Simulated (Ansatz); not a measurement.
Crystal: HfO2.

```xyz
12
Lattice="5.2195 0.0000 0.0000 0.0000 5.0048 0.0000 0.0000 0.0000 5.0327" Properties=species:S:1:pos:R:3 pbc="T T T"
Hf    5.0472    3.6661    3.7314
Hf    2.7820    3.6661    1.2151
Hf    2.4375    1.3387    3.7314
Hf    0.1723    1.3387    1.2151
O     3.2994    4.6477    4.4251
O     4.5298    4.6477    1.9087
O     1.2211    2.7020    2.4776
O     1.3886    2.7020    4.9939
O     3.9984    2.3028    4.9939
O     3.8308    2.3028    2.4776
O     0.6896    0.3571    4.4251
O     1.9201    0.3571    1.9087
```

Measurements of this composition are mostly on another form, of space group No. 14.

Program: Ansatz 0.2.0. Alike in all runs: potentials or basis Ansatz PAW; cell as given; k mesh 5 × 6 × 5; smearing fermi-dirac 0.05 eV. Hardware: 2 threads of Intel(R) Xeon(R) 6975P-C (Granite Rapids), on a shared host.

Q: Order these runs on this cell by their wall time, lowest first.
A. task band structure; level revPBE; spin off; cutoff (eV) 420; points for each segment of the path 10
B. task band structure; level PBE; spin SOC, no magnetisation; cutoff (eV) 420; points for each segment of the path 10
C. task single point; level PBE; spin off; cutoff (eV) 600

A: C (16 s), A (45 s), B (430 s).
